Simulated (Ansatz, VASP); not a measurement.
# SiC in VASP and in Ansatz

```
Si C
1.0
     0.00000    2.19343    2.19343
     2.19343    0.00000    2.19343
     2.19343    2.19343    0.00000
Si C
1 1
Direct
  0.00000 0.00000 0.00000
  0.25000 0.25000 0.25000
```

Change from the starting cell: volume scaled by 1.02, ions relaxed.

Alike in both runs: functional PBE; k mesh 17 × 17 × 17; occupations fermi-dirac, width 0.02 eV; no spin polarisation.

Ansatz relaxed the structure, and its values are those at the end. VASP's run is a single point on that final structure, the one shown.

|  | VASP | Ansatz |
| --- | --- | --- |
| version | VASP 6.6.1 | Ansatz 0.2.0 |
| potentials or method | VASP PAW PBE potentials, release 64 (Si, C) | plane-wave PAW, scalar-relativistic |
| plane-wave cutoff (eV) | 520 | 420 |
| valence electrons in the cell | 8 | 8 |

VASP gave:

```
gap on the k mesh at the Fermi level (eV) : 1.41
pressure (GPa)                            : -1.1
```

Task: Estimate Ansatz's values.

Result: gap on the k mesh at the Fermi level (eV): 1.42; pressure (GPa): -1.0.

The functional is the same, so the differences come from potentials, cutoffs and numerics. Ansatz warned: «stress_scf_threshold_loose».

Caveats: an odd mesh through Γ misses points on the zone boundary, where band edges often lie.
